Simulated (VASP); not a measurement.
A run of VASP 6.6.1:

The input INCAR:

```
ALGO = Normal ; EDIFF = 1E-7
EDIFFG = -0.005 ; ENCUT = 600
GGA = PE ; IBRION = 2
ISIF = 3 ; ISMEAR = 0
LASPH = T ; LCHARG = F
LREAL = F ; LWAVE = F
NELM = 80 ; NSW = 90
PREC = Accurate ; SIGMA = 0.03
```

The input KPOINTS:

```
k-points
0
Gamma
  8 8 8
```

POSCAR

```
KCl                                     
1.0
    0.0000000000      3.1936514230      3.1936514230
    3.1936514230     -0.0000000000      3.1936514230
    3.1936514230      3.1936514230      0.0000000000
  K               Cl            
     1     1
Direct
     0.0000000000000000    0.0000000000000000    0.0000000000000000
     0.5000000000000000    0.5000000000000000    0.5000000000000000
```

Potentials or basis: VASP PAW PBE potentials, release 64 (K_sv, Cl).

Run with:

```console
$ cat potpaw_PBE.64/K_sv/POTCAR potpaw_PBE.64/Cl/POTCAR > POTCAR
$ mpirun -np 1 vasp_std > vasp.out
```

Hardware: 1 thread of Intel(R) Xeon(R) 6975P-C (Granite Rapids), with other jobs on the host.

Q: Estimate the wall time of this run.

A: Run time: 10 s on 1 thread of Intel(R) Xeon(R) 6975P-C (Granite Rapids), with other jobs on the host, peak memory 0.21 GiB. Counts: scf iterations 14, k points 29, ion steps 1.
